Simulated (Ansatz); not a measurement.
Crystal: CuO.

```
Cu O
1.0
    -2.34185    1.71130    0.00000
     0.85003    0.00000   -5.05787
    -2.34185   -5.13390    0.00000
Cu O
4 4
Cartesian
  -1.1500 -0.8247 -0.0030
  -3.4919 -2.5360 -0.0030
  -3.0669 -0.8247 -2.5320
  -3.0669 -4.2473 -2.5320
  -1.6834 -0.2483 -3.7964
  -1.6834 -3.6709 -3.7964
  -2.1084 0.3103 -1.2675
  -2.2756 -3.3602 -1.2432
```

Base run:

```yaml
Program: Ansatz 0.2.0
Functional: r2SCAN
Potentials_or_basis: Ansatz PAW
Cutoff: "500 eV (not typed: the program's choice for these potentials)"
k_mesh: 9 × 5 × 5
Occupations: fermi-dirac, width 0.05 eV
Spin: no spin polarisation
Hubbard_terms: Cu d U = 5.3 eV
```

Its results: band gap on the k mesh none (metal or under the smearing width); pressure 4.3 GPa; largest force 2.670 eV/Å.

**Question.** The run is repeated on the same cell with these changes: functional from r2SCAN to LDA; cutoff from 500 eV (not typed: the program's choice for these potentials) to 420 eV (not typed: the program's choice for these potentials); hubbard terms from Cu d U = 5.3 eV to Cu d U = 4.5 eV. What comes out?

**Answer.** Band gap on the k mesh none (metal or under the smearing width); pressure -4.3 GPa; largest force 2.433 eV/Å.

Several settings changed at once, so the effect can't be laid on one alone.

Caveats: the run has no spin polarisation, though such a crystal can be magnetic; U without spin polarisation on a metal has little footing; the PAW data sets come from PBE, with cores solved anew for the run's functional, which leaves a small shift of forces and pressure; forces of over 1 eV/Å show positions far from the minimum, so gaps and moduli don't describe the material at rest.
